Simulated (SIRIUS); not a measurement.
NaI under changes of volume

One of the cells (33.899 Å³/atom); the others are scaled copies at fixed shape and fractional positions:

```
I Na
1.0
     0.00000    3.23640    3.23640
     3.23640    0.00000    3.23640
     3.23640    3.23640    0.00000
I Na
1 1
Direct
  0.50000 0.50000 0.50000
  0.00000 0.00000 0.00000
```

```yaml
Program: SIRIUS 7.12.0
Functional: PBEsol
Potentials_or_basis: all-electron FP-LAPW
Cutoff: 158 eV
Basis: apw+lo standard
k_mesh: 7 × 7 × 7
Occupations: fermi-dirac, width 0.05 eV
Spin: no spin polarisation
```

| volume (Å³/atom) | energy over the lowest point (meV/atom) | gap on the mesh (eV) |
| --- | --- | --- |
| 31.865 | 1.59 | 3.67 |
| 32.543 | 0.00 | 3.61 |
| 33.221 | ? | ? |
| 33.899 | 1.88 | 3.50 |
| 34.577 | 4.57 | 3.46 |
| 35.255 | 8.57 | 3.41 |
| 35.933 | 13.38 | 3.37 |

Task: What does the run at 33.221 Å³/atom give?

Result: Energy over the lowest point 0.35 meV/atom; gap on the mesh 3.56 eV.

Worked out: A Birch-Murnaghan fit of order 3 (a polynomial in V^(-2/3)) to the other rows has its minimum at 32.81 Å³/atom with B0 = V·E''(V) = 18.1 GPa and B' = 6.3. It gives 0.19 meV/atom at 33.221 Å³/atom, against the run's 0.35. A parabola through the other rows of the gap, of slope -2.62 eV per unit of ln V (its deformation potential) there, gives 3.55 eV, against the run's 3.56.

Energies are extrapolated to zero smearing.

Caveats: spin-orbit coupling is left out, which moves the levels of the heavy elements.
